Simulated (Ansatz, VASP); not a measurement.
# Two plane-wave programs on Fe

INCAR

```
SYSTEM = Fe
PREC = Accurate
ENCUT = 520
EDIFF = 1E-6
ISMEAR = -1
SIGMA = 0.05
LREAL = .FALSE.
LASPH = .TRUE.
NELM = 150
ALGO = Fast
ISIF = 2
LWAVE = .FALSE.
LCHARG = .FALSE.
ISPIN = 2
MAGMOM = 3
LORBIT = 11
LMAXMIX = 4
NBANDS = 14
```

File KPOINTS:

```
regular mesh
0
G
  13 13 13
  0 0 0
```

File POSCAR:

```
Fe
1.0
   -1.4234976093      1.4234976093      1.4234976093
    1.4234976093     -1.4234976093      1.4234976093
    1.4234976093      1.4234976093     -1.4234976093
Fe
1
Direct
    0.0000000000      0.0000000000      0.0000000000
```

File input.yaml:

```yaml
crystal:
  lattice:
    - [-1.4234976093, 1.4234976093, 1.4234976093]
    - [1.4234976093, -1.4234976093, 1.4234976093]
    - [1.4234976093, 1.4234976093, -1.4234976093]
  atoms:
    - { symbol: Fe, position: [0.0, 0.0, 0.0], spin: 3.0 }
hamiltonian:
  xc: lda
  pseudopotentials: { kind: paw }
magnetization:
  spin_polarized: true
kpoints:
  mp_grid: { grid: [13, 13, 13] }
scf:
  occupations: { method: fermi_dirac, width: 0.05 }
output:
  forces: true
  stress: true
  eigenvalues: true
```

Alike in both runs: task single point; functional LDA; k mesh 13 × 13 × 13; occupations fermi-dirac, width 0.05 eV; collinear spin.

|  | VASP | Ansatz |
| --- | --- | --- |
| version | VASP 6.6.1 | Ansatz 0.2.0 |
| potentials or method | VASP PAW LDA potentials, release 64 (Fe) | Ansatz PAW |
| plane-wave cutoff (eV) | 520 | 420 |
| valence electrons in the cell | 8 | 16 |

```csv
,VASP,Ansatz,Ansatz less VASP
gap on the k mesh at the Fermi level (eV),none,none,-
pressure (GPa),-21.7,-20.9,+0.83
net moment per atom (μB),2.09,2.13,+0.033
size of the moment on the site where the two differ most (μB),2.07,2.14,+0.073
```

Site moments also hang on the region over which each program counts them. A gap of «none» marks a metal or a gap that the smearing closes. The two sets of potentials don't hold the same shells in valence.

Caveats: so large a pressure means that the cell lies far from this level's equilibrium, or that cutoff or potentials fall short (VASP); the PAW data sets come from PBE, with cores solved anew for the run's functional, which leaves a small shift of forces and pressure (Ansatz).
